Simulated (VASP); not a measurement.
## GaSb: equation of state with PBE

The system is GaSb.

```
Sb Ga
1.0
     0.00000    3.05900    3.05900
     3.05900    0.00000    3.05900
     3.05900    3.05900    0.00000
Sb Ga
1 1
Cartesian
  4.5885 4.5885 4.5885
  0.0000 0.0000 0.0000
```

```json
{"Program": "VASP 6.6.1", "Task": "equation of state", "Functional": "PBE", "Potentials or basis": "VASP PAW PBE potentials, release 64 (Sb, Ga_d)", "Cutoff": "520 eV", "k mesh": "8 × 8 × 8", "Occupations": "fermi-dirac, width 0.05 eV", "Spin": "no spin polarisation", "Further INCAR settings": "ALGO = Normal; EDIFF = 1e-07; NBANDS = 16"}
```

The equilibrium volume is 30.05 Å³/atom, the bulk modulus is 44 GPa and the pressure derivative of the bulk modulus is 4.6 (rough: it moves with the points fitted).

Energy against volume, from the lowest point:
```tsv
volume (Å³/atom)	energy (meV/atom)
26.907	55.71
27.480	35.67
28.052	20.61
28.625	9.94
29.197	3.18
29.770	0.00
30.342	0.03
```

All runs of the series together: 110 s on 1 thread of AMD EPYC 9R45 (Zen 5), with other jobs on the host.

Spin-orbit coupling is left out, which matters for the levels of Sb. PBE usually gives volumes a little too large and moduli too small.
